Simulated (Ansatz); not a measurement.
Crystal: ZnO (zincite).

```
Zn O
1.0
     3.24931    0.00000    0.00000
    -1.62465    2.81398    0.00000
     0.00000    0.00000    5.20571
Zn O
2 2
Direct
  0.66667 0.33333 0.00000
  0.33333 0.66667 0.50000
  0.33333 0.66667 0.87901
  0.66667 0.33333 0.37901
```

Base run:

| Quantity | Value |
| --- | --- |
| Program | Ansatz 0.2.0 |
| Functional | PBE |
| Potentials or basis | all-electron LAPW, scalar-relativistic |
| Cutoff | 397 eV |
| Density cutoff | 1587 eV |
| Basis error allowed | 0.002 eV/atom |
| k mesh | 9 × 9 × 5 |
| Occupations | fermi-dirac, width 0.05 eV |
| Spin | no spin polarisation |

Its results: band gap on the k mesh 0.82 eV, direct; pressure 4.8 GPa; largest force 0.070 eV/Å.

Q: The run is repeated on the same cell with these changes: functional from PBE to PBEsol. What comes out?

A: Band gap on the k mesh 0.72 eV, direct; pressure -1.5 GPa; largest force 0.062 eV/Å.

PBEsol binds more tightly than PBE, so the same cell stands under less pressure.

Not every run made on this cell is shown here.
